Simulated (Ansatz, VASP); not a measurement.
## As: VASP beside Ansatz

INCAR

```
ALGO = Normal
EDIFF = 1E-6
ENCUT = 520
GGA = PE
ISIF = 2
ISMEAR = 0
LASPH = True
LCHARG = False
LREAL = False
LWAVE = False
NBANDS = 12
NELM = 100
PREC = Accurate
SIGMA = 0.1
```

File KPOINTS:

```
k-points
0
Gamma
  6 6 6
```

POSCAR

```
As
1.0
    1.4258663913     -4.1513022593      0.0000000000
    1.4258663913      4.1513022593      0.0000000000
   -0.1210903888      0.0000000000      3.4331419179
As
2
Direct
    0.8690000000      0.1310000000      0.2500000000
    0.1310000000      0.8690000000      0.7500000000
```

Input for Ansatz:

```yaml
crystal:
  lattice:
    - [1.4258663913, -4.1513022593, 0.0]
    - [1.4258663913, 4.1513022593, 0.0]
    - [-0.1210903888, 0.0, 3.4331419179]
  atoms:
    - { symbol: As, position: [0.869, 0.131, 0.25] }
    - { symbol: As, position: [0.131, 0.869, 0.75] }
basis:
  ecutwfc: 420
kpoints:
  mp_grid: { grid: [6, 6, 6] }
hamiltonian:
  xc: pbe
scf:
  occupations: { method: gaussian, width: 0.1 }
  lower_state_search: "off"
output:
  forces: true
  stress: true
  eigenvalues: true
```

Alike in both runs: task single point; functional PBE; k mesh 6 × 6 × 6; occupations gaussian, width 0.1 eV; no spin polarisation.

```csv
,VASP,Ansatz
version,VASP 6.6.1,Ansatz 0.2.0
potentials or method,"VASP PAW PBE potentials, release 64 (As)","scalar-relativistic, plane waves, PAW"
plane-wave cutoff (eV),520,420
valence electrons in the cell,10,30
```

|  | VASP | Ansatz | Ansatz less VASP |
| --- | --- | --- | --- |
| gap on the k mesh at the Fermi level (eV) | none | none | - |
| pressure (GPa) | -0.5 | -0.6 | -0.09 |
| largest component of the traceless stress (GPa) | 5.24 | 5.26 | +0.019 |
| rms of the force components (eV/Å) | 0.466 | 0.470 | +0.0036 |

Atom by atom the forces differ by 0.004 eV/Å (rms over components). A gap of «none» marks a metal or a gap that the smearing closes. The functional is the same, so the differences come from potentials, cutoffs and numerics. The two sets of potentials don't hold the same shells in valence.

Caveats: the k mesh is coarse (spacing up to 0.39 Å⁻¹), so the values aren't converged.
